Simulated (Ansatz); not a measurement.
**ZnO: one input, then a changed one**

The cell is built from the wurtzite type as a first guess.

First run: DFT, PBE, PAW with Ansatz's default frozen-core files, scalar-relativistic (Ansatz 0.2.0).

Command: `ansatz run input.yaml --threads 1 --pin off --max-ram 3072MiB --backend cpu --events-out ev --progress --plain --runs-dir out` The run took 37 s on 1 thread of Intel(R) Xeon(R) 6975P-C (Granite Rapids), on a shared host, peak memory 0.45 GiB.

```yaml
crystal:
  lattice:
    - [3.1588556782, 0.0, 0.0]
    - [-1.5794278391, 2.7356492642, 0.0]
    - [0.0, 0.0, 5.1489347554]
  atoms:
    - { symbol: Zn, position: [0.3333333333, 0.6666666667, 0.0] }
    - { symbol: Zn, position: [0.6666666667, 0.3333333333, 0.5] }
    - { symbol: O, position: [0.3333333333, 0.6666666667, 0.376] }
    - { symbol: O, position: [0.6666666667, 0.3333333333, 0.876] }
kpoints:
  mp_grid: { grid: [12, 12, 7] }
scf:
  occupations: { method: fermi_dirac, width: 0.08 }
hamiltonian:
  xc: pbe
  pseudopotentials: { kind: paw }
output:
  forces: true
  stress: true
relax:
  f_tol: 0.005
  max_steps: 80
  cell: {}
```

Result: converged; relaxed volume 12.325 Å³/atom; 52 SCF iterations in all.

A second input differs as follows:

```diff
@@ -12,5 +12,5 @@
   mp_grid: { grid: [12, 12, 7] }
 scf:
-  occupations: { method: fermi_dirac, width: 0.08 }
+  max_iter: 60
 hamiltonian:
   xc: pbe
```

Q: What is wrong with it, and what does the program do?

A: The fault is no occupation method. The run refused before any iteration. The log ends:
```
Error: YAML parse error: `scf.occupations.method` is required: fixed only where the cell keeps a band gap throughout the run, explicit beside scf.occupations.values (under evaluate: without them), else a smearing such as fermi_dirac (scf.occupations.width is optional; its entry in the input reference gives the default)
```
